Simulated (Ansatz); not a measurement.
Question: ZrO₂ in space group P2_1/c (No. 14; Zr on 4e, O on 4e, O on 4e) is relaxed with plane-wave PAW r²SCAN (Ansatz code). What lattice parameters of the conventional cell result?

Answer: a = 5.153 Å, b = 5.227 Å, c = 5.329 Å, β = 99.4°.

Question: Give the free coordinates with the occupied sites.

Answer: In one choice of origin and axes:

```csv
atom,site,symmetry,x,y,z
Zr,4e,1,0.2762,0.0421,0.2097
O,4e,1,0.0692,0.3337,0.3440
O,4e,1,0.5505,0.2574,0.0218
```

Question: Is it a metal or does it have a gap at this level?

Answer: A gap of 4.15 eV, indirect.

The r²SCAN relaxation kept the symmetry of its start. No spin polarisation was allowed. Spin–orbit coupling is left out wherever it is not named.

Potentials: the later of the program's two PAW sets.
